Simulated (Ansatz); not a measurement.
Level of theory: Ansatz 0.2.0, DFT PBE, scalar-relativistic, plane waves, PAW. All cells share a 420 eV cutoff and Γ-centred k meshes spaced at most about 0.3 Å⁻¹ (2π included). No spin polarisation in the final relaxations.

All energies are static (0 K, no zero-point motion). All come from trial cells, and lower structures may exist.

Task: Order these relaxed structures of NaH by energy, lowest first, with the energy over the lowest of them.
1.

Space group P6_3/mmc (No. 194). a = 3.970 Å, b = 3.970 Å, c = 4.882 Å, α = 90.00°, β = 90.00°, γ = 120.00°
| atom | site | symmetry | x | y | z |
| --- | --- | --- | --- | --- | --- |
| Na | 2c | -6m2 | 0.3333 | 0.6667 | 0.2500 |
| H | 2d | -6m2 | 0.3333 | 0.6667 | 0.7500 |

2.

Space group R3m:H (No. 160). a = 3.526 Å, b = 3.526 Å, c = 18.317 Å, α = 90.00°, β = 90.00°, γ = 120.00°
```tsv
atom	site	symmetry	x	y	z
Na	3a	3m	0.0000	0.0000	0.2420
Na	3a	3m	0.3333	0.6667	0.0730
H	3a	3m	0.0000	0.0000	0.0138
H	3a	3m	0.3333	0.6667	0.1902
```

Result: 1 (0 meV/atom), 2 (49 meV/atom). Forms: 1 P6_3/mmc; 2 R3m. Counting H atoms around Na (those within 1.25 times the shortest such distance or 1.15 times the sum of covalent radii; a plus sign parts nearer from farther groups; a slash parts the counts of unlike sites): cell 1 has Na 5; cell 2 has Na 4/3+3.

With hydrogen, zero-point motion can shift such differences by 10 meV/atom or more. Cells relaxed within their symmetry can be saddle points. The P6_3/mmc cell of NaH came from shaking the R3m one. The part of the Crystallography Open Database at hand lists NaH in space group No. 225, which no cell shown has. Some candidate types were left out of the draw beforehand, so a known form may be missing.
